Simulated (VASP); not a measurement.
Wanted: the native input for a VASP 6.6.1 run.

```
Task                   : single point
Functional             : PBE
Potentials or basis    : VASP PAW PBE potentials, release 64 (O, H, Cl)
Cutoff                 : 520 eV
k mesh                 : 1 × 1 × 1
Occupations            : fermi-dirac, width 0.02 eV
Spin                   : no spin polarisation
Dipole correction      : no
Further INCAR settings : LREAL = Auto; ALGO = Normal; EDIFF = 1e-06; NBANDS = 66
```

The structure of H21ClO10 lies in POSCAR:

```
H21ClO10
1.0
    7.0540040000      0.0000000000      0.0000000000
    0.0000000000      7.0540040000      0.0000000000
    0.0000000000      0.0000000000      7.0540040000
O H Cl
10 21 1
Direct
    0.9456047941      0.3248509641      0.1756307482
    0.4927130747      0.5929965449      0.1114260780
    0.1348028722      0.2513040821      0.7640483334
    0.2439465586      1.2296278823      0.4207397671
    0.2382760203      0.5864612495      0.8812725368
    0.6457467277      0.1657923642      0.8323641438
    0.8121203220      0.7341504201      0.1112134328
    0.9273314844      0.9191517328      0.7974052751
    0.6237308626      0.2027500977      0.3743405873
    0.7820239399      0.6763959873      0.5150975248
    0.9269628994      0.2413806400      0.0718598969
    0.8131835480      0.3261126589      0.2280832276
    0.6252902607      0.6513747370      0.1184433692
    0.3526082492      0.5824351673     -0.0155939804
    0.1866599452      0.2488657506      0.6353696425
    0.0822936874      0.1196483586      0.7831155185
    0.1293308028      1.2629564712      0.3438897965
    0.2646723761      1.0877935425      0.4172382097
    0.2731923600      0.6517433219      0.7563505776
    0.1802805896      0.4595829546      0.8445841539
    0.5068468915      0.1321944246      0.8336116623
    0.6601498950      0.2149842841      0.7075981244
    0.8993757304      0.7839802756      0.0210376972
    0.8925285554      0.6821374074      0.2085765758
    0.8034727511      0.9804360757      0.8256587323
    0.9026221136      0.8258997301      0.6902179245
    0.6340654187      0.0703004988      0.3514457888
    0.4938046534      0.2470511783      0.3711792622
    0.6461153127      0.7148138844      0.5226109880
    0.7658912584      0.5442440917      0.5627442230
    0.4354831667      0.6406290668      0.2251203714
    0.3286785774      0.8140908341      0.5261408981
```

The cell was built by a generator and needn't be a form met in nature.

These files were run (other wordings do the same):

INCAR

```
SYSTEM = H21ClO10
PREC = Accurate
ENCUT = 520
EDIFF = 1E-6
ISMEAR = -1
SIGMA = 0.02
LREAL = Auto
LASPH = .TRUE.
NELM = 100
ALGO = Normal
ISIF = 2
LWAVE = .FALSE.
LCHARG = .FALSE.
GGA = PE
NBANDS = 66
```

KPOINTS

```
regular mesh
0
G
  1 1 1
  0 0 0
```

Potentials or basis: VASP PAW PBE potentials, release 64 (O, H, Cl).

Command:

```console
$ cat potpaw_PBE.64/O/POTCAR potpaw_PBE.64/H/POTCAR potpaw_PBE.64/Cl/POTCAR > POTCAR
$ mpirun -np 1 vasp_gam > vasp.out
```

Results of the run:

| Property | Result |
| --- | --- |
| Pressure | 0.9 GPa |
| Largest force | 2.300 eV/Å |
| Band gap on the k mesh | 4.39 eV, direct |

It took 66 s on 1 thread of Intel(R) Xeon(R) Platinum 8259CL CPU @ 2.50GHz (Skylake/Cascade Lake) (shared host), peak memory 0.37 GiB.
